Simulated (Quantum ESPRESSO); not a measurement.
Ti, 1 atom in the cell. Symmetry: Fm-3m, No. 225, cubic system. The conventional cell has a = 4.060 Å, b = 4.060 Å, c = 4.060 Å, α = 90.00°, β = 90.00°, γ = 90.00°. Around Ti (site symmetry m-3m) lie 12 Ti at 2.87 Å. This isn't the form of Ti at room conditions, which is hcp.

| Property | Result |
| --- | --- |
| Program | Quantum ESPRESSO 7.5 |
| Task | phonons |
| Functional | LDA |
| Potentials or basis | GBRV 1.5 LDA |
| Cutoff | 612 eV |
| Density cutoff | 4898 eV |
| k mesh | 11 × 11 × 11 |
| Occupations | cold, width 0.2 eV |
| Spin | no spin polarisation |
| Form of the LDA correlation | PZ81 |
| Mixing beta | 0.5 |
| Most SCF iterations | 120 |
| SCF threshold | 2e-10 Ry |

Potentials or basis: GBRV 1.5 LDA.

The run is started by

```sh
$ OMP_NUM_THREADS=1 pw.x -in pw.in > pw.out
$ OMP_NUM_THREADS=1 pw.x -in relax.in > relax.out
$ OMP_NUM_THREADS=1 pw.x -in scf2.in > scf2.out
$ OMP_NUM_THREADS=1 ph.x -in ph.in > ph.out
```

Hardware: 1 thread of Intel(R) Xeon(R) Platinum 8259CL CPU @ 2.50GHz (Skylake/Cascade Lake), with other jobs on the host.

How long does it take, and how much memory?

Wall time 2.5 min on 1 thread of Intel(R) Xeon(R) Platinum 8259CL CPU @ 2.50GHz (Skylake/Cascade Lake), with other jobs on the host, peak memory 0.09 GiB. Counts: scf iterations 46, k pools 1, bands 12, ion steps 4, k points 56, g dense 13107.
